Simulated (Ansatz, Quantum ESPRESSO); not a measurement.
Given: the input of a run of Quantum ESPRESSO 7.5 on NaI. 

The input pw.in:

```
&CONTROL
  calculation = 'scf'
  prefix = 'pwscf'
  outdir = './tmp'
  pseudo_dir = './pseudo'
  tprnfor = .true.
  tstress = .true.
  disk_io = 'nowf'
/
&SYSTEM
  ibrav = 0
  nat = 2
  ntyp = 2
  ecutwfc = 55
  ecutrho = 440
  nbnd = 14
  occupations = 'smearing'
  smearing = 'fd'
  degauss = 0.00367493
/
&ELECTRONS
  conv_thr = 4d-10
  electron_maxstep = 120
  mixing_beta = 0.5
/
ATOMIC_SPECIES
I    126.9045 I.pbe-n-kjpaw_psl.0.2.UPF
Na    22.9898 na_pbe_v1.5.uspp.F.UPF
CELL_PARAMETERS angstrom
   0.0000000000    3.2364000000    3.2364000000
   3.2364000000    0.0000000000    3.2364000000
   3.2364000000    3.2364000000    0.0000000000
ATOMIC_POSITIONS crystal
I      0.5000000000    0.5000000000    0.5000000000
Na     0.0000000000    0.0000000000    0.0000000000
K_POINTS automatic
7 7 7 0 0 0
```

Potentials or basis: SSSP 1.3 efficiency PBE.

Run with:

```bash
$ OMP_NUM_THREADS=1 pw.x -in pw.in > pw.out
```

Question: Translate it to Ansatz 0.2.0. Potentials or basis there: all-electron LAPW, scalar-relativistic.

Answer: As run (cutoffs and basis follow the program's own potentials, and thresholds, step limits or extra output files can differ):

The input input.yaml:

```yaml
crystal:
  lattice:
    - [0.0, 3.2364, 3.2364]
    - [3.2364, 0.0, 3.2364]
    - [3.2364, 3.2364, 0.0]
  atoms:
    - { symbol: I, position: [0.5, 0.5, 0.5] }
    - { symbol: Na, position: [0.0, 0.0, 0.0] }
kpoints:
  mp_grid: { grid: [7, 7, 7] }
scf:
  occupations: { method: fermi_dirac, width: 0.05 }
hamiltonian:
  xc: pbe
  pseudopotentials: { kind: all_electron, lapw: { basis_error: 0.001 } }
output:
  forces: true
  stress: true
  eigenvalues: true
  populations: true
```

Potentials or basis: all-electron LAPW, scalar-relativistic.

Launch:

```console
$ ansatz run input.yaml --threads 1 --pin off --max-ram 3072MiB --backend cpu --events-out ev --progress --plain --runs-dir out
```

Both were run:

|  | Quantum ESPRESSO | Ansatz |
| --- | --- | --- |
| Pressure | 0.4 GPa | 0.4 GPa |

Where Ansatz's input types no cutoff or centring, it takes its own default and a Γ-centred mesh.

Pressure is positive in compression.
